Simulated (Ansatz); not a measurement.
# In: a line through a two-coordinate scan, part 2 of 2

One line of a two-coordinate grid on In (I4/mmm, No. 139; 1 atom in the cell): strain +e along z and -e/2 along x and y is varied, at strain +e along x and -e along y = −2.33 %.

Ansatz 0.2.0; DFT LDA, scalar-relativistic, plane waves, PAW.

## (7) The run at (−2.33 %, 0.00 %)

Contents of input.yaml:

```yaml
crystal:
  lattice:
    - [-1.5385595595, 1.6119668243, 2.4737924834]
    - [1.5385595595, -1.6119668243, 2.4737924834]
    - [1.5385595595, 1.6119668243, -2.4737924834]
  atoms:
    - { symbol: In, position: [0.0, 0.0, 0.0] }
basis:
  ecutwfc: 420
kpoints:
  mp_grid: { grid: [20, 20, 20] }
hamiltonian:
  xc: lda
  pseudopotentials: { kind: paw }
scf:
  occupations: { method: gaussian, width: 0.15 }
output:
  forces: true
  stress: true
  eigenvalues: true
```

On the command line:

```sh
ansatz run input.yaml --threads 1 --pin off --max-ram 2048MiB --backend cpu --events-out ev --progress --plain --runs-dir out
```

What it wrote:

```text
[... 28 lines left out ...]
SCF 1 converged in 6 iterations: F = -5457.162341 eV  dr2 = 1.26e-10
SCF converged after 6 iterations
Free energy (F): -5457.162341 eV
Harris-Foulkes:  -5457.162341 eV  (|F-HF|=8.19e-11)
Internal energy: -5457.157824 eV  (E = F + TS)
E sigma→0 (E₀):  -5457.160082 eV
Entropy (-TS):   -0.004517 eV (-4.517 meV/atom)
Fermi energy:    10.796083 eV
--- Per-component energies (eV) ---
  E_band       = -16.376266
  E_kinetic    = 242.884286
  E_local      = -1039.990809  (includes V_loc(G=0)·N_el)
  E_nonlocal   = 369.205919
  E_hartree    = 406.445445
  E_xc         = -214.535880
  E_vxc        = -102.201724  (∫ρ·V_xc dr)
  E_paw        = -4012.807292  (= ΣΔE_a)
  E_vpaw       = -299.165242  (= ΣTr[D̂ρ^β])
  E_aug_tail   = 0.000025  (compensation charges beyond the density's cutoff)
  E_ewald      = -1208.644053
  E_core_change = 0.284536  (= ΣΔE_core)
  E_smearing   = -0.004517  (= −TS)
  E_closure    = 0.000000  (closes the sum)
  Σ components = -5457.162341   (vs F -5457.162341, Δ=0.00e0)
--- Forces (eV/Å), atoms counted from 1 ---
  atom   1  In    -0.00000000     0.00000000     0.00000000
  max |Σ_I F_I| component: 1.18e-30 eV/Å
--- Stress (GPa, compression-positive) ---
        1.052802      -0.000000      -0.000000
       -0.000000      -0.535456       0.000000
       -0.000000       0.000000       0.075884
  P = ⅓ Tr σ = 0.1977 GPa (1.977 kbar)
--- Band table (eV; the first three rows and the last of 1166) ---
  k-point 0: bands = ["-3.9481", "-3.7767", "-3.7071", "-3.6870", "-3.5139", "0.7781", "21.0804", "21.6474", "22.5804", "23.1240", "24.9063"]
  k-point 1: bands = ["-3.9333", "-3.7766", "-3.7082", "-3.6826", "-3.5206", "0.8600", "20.6865", "21.1736", "22.1046", "22.6775", "25.4347"]
  k-point 2: bands = ["-3.8901", "-3.7841", "-3.7031", "-3.6716", "-3.5397", "1.1071", "19.7846", "20.1961", "21.1704", "21.8483", "25.9904"]
  k-point 1165: bands = ["-4.1382", "-3.9600", "-3.4092", "-3.3914", "-3.3771", "7.4791", "7.7332", "15.2931", "16.7188", "19.0696", "20.5270"]
```

Wall time 30 s (1 thread of Arm Neoverse N1, shared host); peak memory 0.56 GiB.

Energy on the map's scale: 2.2 meV/atom.

## (8) Point (−2.33 %, 2.33 %)

input.yaml, as its differences from that of step 7:

```diff
@@ -2,5 +2,5 @@
   lattice:
-    - [-1.5385595595, 1.6119668243, 2.4737924834]
-    - [1.5385595595, -1.6119668243, 2.4737924834]
-    - [1.5385595595, 1.6119668243, -2.4737924834]
+    - [-1.5202077433, 1.5936150081, 2.5314318483]
+    - [1.5202077433, -1.5936150081, 2.5314318483]
+    - [1.5202077433, 1.5936150081, -2.5314318483]
   atoms:
```

On the command line:

```sh
ansatz run input.yaml --threads 1 --pin off --max-ram 2048MiB --backend cpu --events-out ev --progress --plain --runs-dir out
```

What it wrote:

```text
Warning: RAYON_NUM_THREADS=1 ignored (pool sized by the plan → 1); use --threads N
[... 6 set-up lines as earlier in the session ...]
Crystal: 1 atoms, lattice volume = 24.531 Å³
Basis set: ecut = 420 eV, 481 PW (Γ)
Bands: 11, of which v1, the nominal top of the filled ones, is band 7 counted from 1 (6 counted from 0)
[... 2 set-up lines as earlier in the session ...]
k-points: 1166 of 8000
[... 7 set-up lines as earlier in the session ...]
SCF iter   1: F=—  HF=-5457.164623 eV  |F-HF|=—  |Δ(HF+E_count)|=         —  Δρ=7.72e-3  dr2=8.08e-3  ethr=1.77e-3  ⟨swp⟩=5.0  Hψ=75230  notcnv=0
preconditioner: auto → none  [metal: Δε(μ)=0.008 eV  Ē_g=19.994 eV  σ=0.150 eV  W_gap=0.03  n_scr=8 (ndim 8)  ℏωp=27.0 eV  f_vac=0.000  D(μ)=0.40/eV (n_scr^D=0)  sad-step TF]
SCF iter   2: F=—  HF=-5457.161139 eV  |F-HF|=—  |Δ(HF+E_count)|=   3.48e-3  Δρ=3.29e-3  dr2=1.43e-3  ethr=6.21e-5  ⟨swp⟩=2.0  Hψ=27324  notcnv=0
SCF iter   3: F=—  HF=-5457.160637 eV  |F-HF|=—  |Δ(HF+E_count)|=   5.02e-4  Δρ=2.54e-4  dr2=9.82e-6  ethr=1.10e-5  ⟨swp⟩=2.0  Hψ=18257  notcnv=0
SCF iter   4: F=—  HF=-5457.160635 eV  |F-HF|=—  |Δ(HF+E_count)|=   1.46e-6  Δρ=1.14e-4  dr2=2.38e-6  ethr=7.55e-8  ⟨swp⟩=2.0  Hψ=19956  notcnv=0
iter 5 did not close the SCF: its close was put off for the readings that it lacked (scf_convergence_deferred on its scf_iter line)
SCF iter   5: F=-5457.160634 eV  HF=-5457.160634 eV  |F-HF|=1.25e-8  |Δ(HF+E_count)|=   1.15e-6  Δρ=8.79e-6  dr2=1.52e-8  ethr=1.83e-8  ⟨swp⟩=2.1  Hψ=18821  notcnv=0
SCF iter   6: F=-5457.160634 eV  HF=-5457.160634 eV  |F-HF|=6.91e-11  |Δ(HF+E_count)|=   5.46e-9  Δρ=7.79e-7  dr2=1.18e-10  ethr=1.17e-10  ⟨swp⟩=4.2  Hψ=58268  notcnv=0
SCF 1 converged in 6 iterations: F = -5457.160634 eV  dr2 = 1.18e-10
SCF converged after 6 iterations
Free energy (F): -5457.160634 eV
Harris-Foulkes:  -5457.160634 eV  (|F-HF|=6.91e-11)
Internal energy: -5457.156178 eV  (E = F + TS)
E sigma→0 (E₀):  -5457.158406 eV
Entropy (-TS):   -0.004456 eV (-4.456 meV/atom)
Fermi energy:    10.786256 eV
--- Per-component energies (eV) ---
  E_band       = -16.383494
  E_kinetic    = 242.921451
  E_local      = -1040.480396  (includes V_loc(G=0)·N_el)
  E_nonlocal   = 369.199927
  E_hartree    = 406.689919
  E_xc         = -214.544457
  E_vxc        = -102.213819  (∫ρ·V_xc dr)
  E_paw        = -4012.821272  (= ΣΔE_a)
  E_vpaw       = -299.190890  (= ΣTr[D̂ρ^β])
  E_aug_tail   = 0.000025  (compensation charges beyond the density's cutoff)
  E_ewald      = -1208.405911
  E_core_change = 0.284536  (= ΣΔE_core)
  E_smearing   = -0.004456  (= −TS)
  E_closure    = 0.000000  (closes the sum)
  Σ components = -5457.160634   (vs F -5457.160634, Δ=0.00e0)
--- Forces (eV/Å), atoms counted from 1 ---
  atom   1  In     0.00000000     0.00000000     0.00000000
  max |Σ_I F_I| component: 1.97e-31 eV/Å
--- Stress (GPa, compression-positive) ---
        1.748103      -0.000000      -0.000000
       -0.000000      -0.571016       0.000000
       -0.000000       0.000000      -0.301077
  P = ⅓ Tr σ = 0.2920 GPa (2.920 kbar)
--- Band table (eV; the first three rows and the last of 1166) ---
  k-point 0: bands = ["-3.9957", "-3.7531", "-3.7207", "-3.6817", "-3.4866", "0.7794", "21.0794", "21.6658", "22.6398", "23.2098", "24.7539"]
  k-point 1: bands = ["-3.9793", "-3.7536", "-3.7151", "-3.6838", "-3.4944", "0.8632", "20.6723", "21.1979", "22.1463", "22.7620", "24.7716"]
  k-point 2: bands = ["-3.9313", "-3.7619", "-3.7000", "-3.6825", "-3.5170", "1.1158", "19.7466", "20.2254", "21.1809", "21.9101", "25.0340"]
  k-point 1165: bands = ["-4.1641", "-3.9609", "-3.3994", "-3.3994", "-3.3801", "7.0825", "7.5547", "15.6368", "17.1180", "19.4201", "20.9425"]
```

Wall time 29 s (1 thread of Arm Neoverse N1, shared host); peak memory 0.56 GiB.

That is 3.9 meV/atom from the zero.

## (9) The run at (−2.33 %, 4.67 %)

Contents of input.yaml:

```yaml
crystal:
  lattice:
    - [-1.501777164, 1.5751844287, 2.5893185924]
    - [1.501777164, -1.5751844287, 2.5893185924]
    - [1.501777164, 1.5751844287, -2.5893185924]
  atoms:
    - { symbol: In, position: [0.0, 0.0, 0.0] }
basis:
  ecutwfc: 420
kpoints:
  mp_grid: { grid: [20, 20, 20] }
hamiltonian:
  xc: lda
  pseudopotentials: { kind: paw }
scf:
  occupations: { method: gaussian, width: 0.15 }
output:
  forces: true
  stress: true
  eigenvalues: true
  write_density: true
  write_potential: true
  elf: true
  volumetric_format: npy
```

On the command line:

```sh
ansatz run input.yaml --threads 1 --pin off --max-ram 2048MiB --backend cpu --events-out ev --progress --plain --runs-dir out
```

What it wrote:

```text
Warning: RAYON_NUM_THREADS=1 ignored (pool sized by the plan → 1); use --threads N
[... 6 set-up lines as earlier in the session ...]
Crystal: 1 atoms, lattice volume = 24.501 Å³
Basis set: ecut = 420 eV, 485 PW (Γ)
Bands: 11, of which v1, the nominal top of the filled ones, is band 7 counted from 1 (6 counted from 0)
[... 2 set-up lines as earlier in the session ...]
k-points: 1166 of 8000
[... 7 set-up lines as earlier in the session ...]
SCF iter   1: F=—  HF=-5457.159662 eV  |F-HF|=—  |Δ(HF+E_count)|=         —  Δρ=7.80e-3  dr2=8.11e-3  ethr=1.77e-3  ⟨swp⟩=5.0  Hψ=75139  notcnv=0
preconditioner: auto → Kerker (q_TF=auto, 2.455 Å⁻¹)  [metal: Δε(μ)=0.008 eV  Ē_g=20.028 eV  σ=0.150 eV  W_gap=0.03  n_scr=10 (ndim 8)  ℏωp=27.0 eV  f_vac=0.000  D(μ)=0.45/eV (n_scr^D=0)]
SCF iter   2: F=—  HF=-5457.156253 eV  |F-HF|=—  |Δ(HF+E_count)|=   3.41e-3  Δρ=3.37e-3  dr2=1.47e-3  ethr=6.24e-5  ⟨swp⟩=1.9  Hψ=26817  notcnv=0
SCF iter   3: F=—  HF=-5457.155750 eV  |F-HF|=—  |Δ(HF+E_count)|=   5.03e-4  Δρ=3.93e-4  dr2=3.06e-5  ethr=1.13e-5  ⟨swp⟩=2.0  Hψ=18166  notcnv=0  defer=1
SCF iter   4: F=—  HF=-5457.155749 eV  |F-HF|=—  |Δ(HF+E_count)|=   7.78e-7  Δρ=1.69e-4  dr2=3.91e-6  ethr=2.35e-7  ⟨swp⟩=2.1  Hψ=19171  notcnv=0  defer=1
SCF iter   5: F=—  HF=-5457.155748 eV  |F-HF|=—  |Δ(HF+E_count)|=   1.10e-6  Δρ=6.23e-5  dr2=7.56e-7  ethr=3.00e-8  ⟨swp⟩=2.0  Hψ=19496  notcnv=0  defer=1
SCF iter   6: F=-5457.155748 eV  HF=-5457.155748 eV  |F-HF|=3.88e-8  |Δ(HF+E_count)|=   3.49e-7  Δρ=1.30e-5  dr2=4.12e-8  ethr=7.69e-10  ⟨swp⟩=8.2  Hψ=91748  notcnv=0
SCF 1 converged in 6 iterations: F = -5457.155748 eV  dr2 = 4.12e-8
SCF converged after 6 iterations
Free energy (F): -5457.155748 eV
Harris-Foulkes:  -5457.155748 eV  (|F-HF|=3.88e-8)
Internal energy: -5457.150698 eV  (E = F + TS)
E sigma→0 (E₀):  -5457.153223 eV
Entropy (-TS):   -0.005050 eV (-5.050 meV/atom)
Fermi energy:    10.793721 eV
--- Per-component energies (eV) ---
  E_band       = -16.265772
  E_kinetic    = 242.986223
  E_local      = -1040.855945  (includes V_loc(G=0)·N_el)
  E_nonlocal   = 369.193530
  E_hartree    = 406.935135
  E_xc         = -214.569667
  E_vxc        = -102.246323  (∫ρ·V_xc dr)
  E_paw        = -4012.828351  (= ΣΔE_a)
  E_vpaw       = -299.205387  (= ΣTr[D̂ρ^β])
  E_aug_tail   = 0.000025  (compensation charges beyond the density's cutoff)
  E_ewald      = -1208.296184
  E_core_change = 0.284536  (= ΣΔE_core)
  E_smearing   = -0.005050  (= −TS)
  E_closure    = -0.000000  (closes the sum)
  Σ components = -5457.155748   (vs F -5457.155748, Δ=0.00e0)
--- Forces (eV/Å), atoms counted from 1 ---
  atom   1  In     0.00000000     0.00000000    -0.00000000
  max |Σ_I F_I| component: 1.97e-31 eV/Å
--- Stress (GPa, compression-positive) ---
        2.629548      -0.000000      -0.000000
       -0.000000      -0.425828       0.000000
       -0.000000       0.000000      -0.599314
  P = ⅓ Tr σ = 0.5348 GPa (5.348 kbar)
--- Band table (eV; the first three rows and the last of 1166) ---
  k-point 0: bands = ["-4.0370", "-3.7451", "-3.7186", "-3.6450", "-3.4497", "0.7862", "21.1103", "21.6011", "22.7334", "23.2144", "24.1943"]
  k-point 1: bands = ["-4.0189", "-3.7382", "-3.7197", "-3.6481", "-3.4585", "0.8718", "20.6906", "21.1820", "22.2216", "22.8340", "24.0512"]
  k-point 2: bands = ["-3.9658", "-3.7289", "-3.7191", "-3.6509", "-3.4845", "1.1302", "19.7412", "20.2549", "21.2234", "21.9998", "24.1857"]
  k-point 1165: bands = ["-4.1853", "-3.9541", "-3.3960", "-3.3776", "-3.3714", "6.7088", "7.4034", "15.9999", "17.5387", "19.7916", "21.3848"]
```

It took 44 s on 1 thread of Arm Neoverse N1, shared host; peak memory 0.55 GiB.

The maps below are laid out on this run's own conventional cell (a, b, c = 3.004, 3.150, 5.179 Å).

Density in a lattice plane of the grid's cell (edges 3.00 and 5.18 Å, at 0.000 of the third edge), which holds In.

Values in e/Å³, 12 rows by 6 columns:
```
 6.30  2.60  0.40  0.18  0.40  2.60
 1.03  0.54  0.20  0.13  0.20  0.54
 0.19  0.16  0.11  0.10  0.11  0.16
 0.08  0.09  0.10  0.11  0.10  0.09
 0.07  0.08  0.12  0.15  0.12  0.08
 0.06  0.08  0.14  0.17  0.14  0.08
 0.07  0.08  0.12  0.15  0.12  0.08
 0.08  0.09  0.10  0.11  0.10  0.09
 0.19  0.16  0.11  0.10  0.11  0.16
 1.03  0.54  0.20  0.13  0.20  0.54
 6.30  2.60  0.40  0.18  0.40  2.60
12.91  5.02  0.57  0.21  0.57  5.02
```
Columns run along the first of these edges and rows up along the second, over one cell in 6 and 12 even steps from the bottom left corner. Atoms in the plane (fractional): In at (0.00, 0.00).

ELF in the same plane.

Values, 12 rows by 6 columns:
```
0.04 0.19 0.27 0.34 0.27 0.20
0.28 0.27 0.27 0.29 0.27 0.27
0.24 0.24 0.24 0.24 0.24 0.24
0.17 0.18 0.24 0.26 0.24 0.18
0.11 0.17 0.27 0.31 0.27 0.17
0.11 0.18 0.29 0.32 0.29 0.18
0.11 0.17 0.27 0.31 0.27 0.17
0.17 0.18 0.24 0.26 0.24 0.18
0.24 0.24 0.24 0.24 0.24 0.24
0.28 0.27 0.27 0.29 0.27 0.27
0.04 0.20 0.27 0.34 0.27 0.19
0.00 0.08 0.28 0.35 0.28 0.08
```
Columns run along the first of these edges and rows up along the second, over one cell in 6 and 12 even steps from the bottom left corner. Atoms in the plane (fractional): In at (0.00, 0.00).

Both are smooth fields of the valence electrons: close to the nuclei they are not physical.

That is 8.8 meV/atom from the zero.

## (10) Grid point (−2.33 %, 7.00 %)

input.yaml, as its differences from that of step 9:

```diff
@@ -2,5 +2,5 @@
   lattice:
-    - [-1.501777164, 1.5751844287, 2.5893185924]
-    - [1.501777164, -1.5751844287, 2.5893185924]
-    - [1.501777164, 1.5751844287, -2.5893185924]
+    - [-1.4834253478, 1.5568326126, 2.6469579572]
+    - [1.4834253478, -1.5568326126, 2.6469579572]
+    - [1.4834253478, 1.5568326126, -2.6469579572]
   atoms:
```

On the command line:

```sh
ansatz run input.yaml --threads 1 --pin off --max-ram 2048MiB --backend cpu --events-out ev --progress --plain --runs-dir out
```

What it wrote:

```text
[... 27 lines left out ...]
SCF 1 converged in 6 iterations: F = -5457.148477 eV  dr2 = 3.96e-8
SCF converged after 6 iterations
Free energy (F): -5457.148477 eV
Harris-Foulkes:  -5457.148477 eV  (|F-HF|=3.78e-8)
Internal energy: -5457.143002 eV  (E = F + TS)
E sigma→0 (E₀):  -5457.145739 eV
Entropy (-TS):   -0.005475 eV (-5.475 meV/atom)
Fermi energy:    10.824421 eV
--- Per-component energies (eV) ---
  E_band       = -16.053480
  E_kinetic    = 243.078614
  E_local      = -1041.174099  (includes V_loc(G=0)·N_el)
  E_nonlocal   = 369.188821
  E_hartree    = 407.203527
  E_xc         = -214.591654
  E_vxc        = -102.277200  (∫ρ·V_xc dr)
  E_paw        = -4012.864600  (= ΣΔE_a)
  E_vpaw       = -299.268657  (= ΣTr[D̂ρ^β])
  E_aug_tail   = 0.000025  (compensation charges beyond the density's cutoff)
  E_ewald      = -1208.268172
  E_core_change = 0.284536  (= ΣΔE_core)
  E_smearing   = -0.005475  (= −TS)
  E_closure    = -0.000000  (closes the sum)
  Σ components = -5457.148477   (vs F -5457.148477, Δ=0.00e0)
--- Forces (eV/Å), atoms counted from 1 ---
  atom   1  In     0.00000000     0.00000000    -0.00000000
  max |Σ_I F_I| component: 3.94e-31 eV/Å
--- Stress (GPa, compression-positive) ---
        3.196905       0.000000       0.000000
        0.000000      -0.080116       0.000000
        0.000000       0.000000      -0.710794
  P = ⅓ Tr σ = 0.8020 GPa (8.020 kbar)
--- Band table (eV; the first three rows and the last of 1166) ---
  k-point 0: bands = ["-4.0734", "-3.7630", "-3.6766", "-3.6002", "-3.4048", "0.7973", "21.1729", "21.3328", "22.8597", "23.0940", "24.1023"]
  k-point 1: bands = ["-4.0535", "-3.7548", "-3.6783", "-3.6044", "-3.4147", "0.8848", "20.7402", "21.0423", "22.3289", "22.8043", "23.6880"]
  k-point 2: bands = ["-3.9951", "-3.7316", "-3.6885", "-3.6113", "-3.4442", "1.1492", "19.7678", "20.2525", "21.2970", "22.0970", "23.4968"]
  k-point 1165: bands = ["-4.2035", "-3.9430", "-3.3840", "-3.3535", "-3.3455", "6.3594", "7.2772", "16.3782", "17.9776", "20.1814", "21.8493"]
```

Wall time 44 s (1 thread of Arm Neoverse N1, shared host); peak memory 0.55 GiB.

Axes a, b and c in the maps are those of this run's conventional cell (a, b, c = 2.967, 3.114, 5.294 Å).

Density in a lattice plane of the grid's cell (edges 2.97 and 5.29 Å, at 0.000 of the third edge), which holds In.

Ten even steps from '0' (0.07 e/Å³) to '9' (12.91 e/Å³):
```
76310000000136
32100000000012
10000000000000
00000000000000
00000000000000
00000000000000
00000000000000
00000000000000
00000000000000
00000000000000
00000000000000
00000000000000
00000000000000
00000000000000
00000000000000
00000000000000
10000000000000
32100000000012
76310000000136
98420000000248
```
Columns run along the first of these edges and rows up along the second, over one cell in 14 and 20 even steps from the bottom left corner. Atoms in the plane (fractional): In at (0.00, 0.00).

ELF in the same plane.

Values, 12 rows by 6 columns:
```
0.05 0.20 0.27 0.35 0.27 0.20
0.28 0.27 0.27 0.30 0.27 0.27
0.24 0.24 0.24 0.23 0.24 0.24
0.16 0.18 0.24 0.27 0.24 0.18
0.12 0.18 0.28 0.32 0.28 0.18
0.11 0.19 0.30 0.33 0.30 0.19
0.12 0.18 0.28 0.32 0.28 0.18
0.16 0.18 0.24 0.27 0.24 0.18
0.24 0.24 0.24 0.23 0.24 0.24
0.28 0.27 0.27 0.30 0.27 0.27
0.05 0.20 0.27 0.35 0.27 0.20
0.00 0.07 0.28 0.36 0.28 0.07
```
Columns run along the first of these edges and rows up along the second, over one cell in 6 and 12 even steps from the bottom left corner. Atoms in the plane (fractional): In at (0.00, 0.00).

Both are smooth fields of the valence electrons: close to the nuclei they are not physical.

On the map this point reads 16.1 meV/atom.

## (11) Results

This closing draws on all 2 parts.

```
strain +e along z and -e/2 along x and y (%)  step  energy (meV/atom)  slope (meV/atom per %)  pressure (GPa)
                                       −7.00     3                1.9                   −0.07            0.37
                                       −4.67     4                1.8                   −0.22            0.32
                                       −2.33     6                1.5                    0.16            0.24
                                        0.00     7                2.2                    0.31            0.20
                                        2.33     8                3.9                    1.41            0.29
                                        4.67     9                8.8                    2.66            0.54
                                        7.00    10               16.1                    3.54            0.80
```

Energies count from the relaxed crystal. Slopes come from the forces (and the stress, where the cell changes), not from differences of energies.

```
                                                                                                                                                     run       outcome
step 5, run with starting moments, basis.precision f64, eigensolver.kind davidson, chi_scale 0.0, spin_polarized true, ecutwfc left out (against step 4)  0.0 meV/atom
```

The lowest point of the line is at −2.33 %, 1.5 meV/atom from the zero. The highest point computed, at 7.00 %, lies 14.6 meV/atom above the lowest. This is one cut through a surface in two coordinates; the map's lowest point lies off it.
